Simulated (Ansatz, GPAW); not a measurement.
Given: the input of a run of Ansatz 0.2.0 on HfN. 

The input input.yaml:

```yaml
crystal:
  lattice:
    - [0.0, 2.256, 2.256]
    - [2.256, 0.0, 2.256]
    - [2.256, 2.256, 0.0]
  atoms:
    - { symbol: Hf, position: [0.0, 0.0, 0.0] }
    - { symbol: "N", position: [0.5, 0.5, 0.5] }
kpoints:
  mp_grid: { grid: [10, 10, 10] }
scf:
  occupations: { method: gaussian, width: 0.012 }
hamiltonian:
  xc: pbe
  pseudopotentials: { kind: all_electron, lapw: { basis_error: 0.001 } }
output:
  forces: true
  stress: true
  eigenvalues: true
```

Potentials or basis: all-electron LAPW, scalar-relativistic.

Run with:

```bash
$ ansatz run input.yaml --threads 1 --pin off --max-ram 3072MiB --backend cpu --events-out ev --progress --plain --runs-dir out
```

Q: Set up the same calculation for GPAW 26.7.0 (ASE script). Potentials or basis there: GPAW PAW data sets (gpaw-data 1.2.1), cutoff 800 eV.

A: As run (cutoffs and basis follow the program's own potentials, and thresholds, step limits or extra output files can differ):

File run.py:

```python
from ase import Atoms
from ase.dft.bandgap import bandgap
from ase.io import write
from ase.units import Bohr, GPa
from gpaw import GPAW, PW
from gpaw.elf import elf_from_dft_calculation

atoms = Atoms(['Hf', 'N'],
              cell=[[0.0, 2.256, 2.256],
                    [2.256, 0.0, 2.256],
                    [2.256, 2.256, 0.0]],
              scaled_positions=[[0.0, 0.0, 0.0],
                                [0.5, 0.5, 0.5]],
              pbc=True)

calc = GPAW(mode=PW(800),
            xc='PBE',
            kpts={'size': (10, 10, 10), 'gamma': True},
            occupations={'name': 'methfessel-paxton', 'order': 0, 'width': 0.012},
            nbands=19,
            convergence={'density': 1e-05, 'energy': 1e-05},
            maxiter=150,
            txt='gpaw.txt')
atoms.calc = calc
energy = atoms.get_potential_energy()
forces = atoms.get_forces()
stress = atoms.get_stress()
calc.write('gs.gpw')
write('result.traj', atoms)
print(f'Energy: {energy:.6f} eV')
print('Forces (eV/A):')
print(forces.round(4))
print('Stress (GPa):', (stress / GPa).round(3))
print('Fermi level:', round(calc.get_fermi_level(), 4), 'eV')
print(f'Gap: {bandgap(calc)[0]:.4f} eV, direct: {bandgap(calc, direct=True)[0]:.4f} eV')

# fields on the real-space grid
write('density.cube', atoms, data=calc.get_pseudo_density() * Bohr**3)
write('potential.cube', atoms, data=calc.get_electrostatic_potential())
write('elf.cube', atoms, data=elf_from_dft_calculation(calc).data)
```

Potentials or basis: GPAW PAW data sets (gpaw-data 1.2.1), pw.

Launch:

```console
$ OMP_NUM_THREADS=1 python run.py
```

Both were run:

|  | Ansatz | GPAW |
| --- | --- | --- |
| Pressure | 6.7 GPa | 6.7 GPa |

Where Ansatz's input types no cutoff or centring, it takes its own default and a Γ-centred mesh.

Pressure is positive in compression.
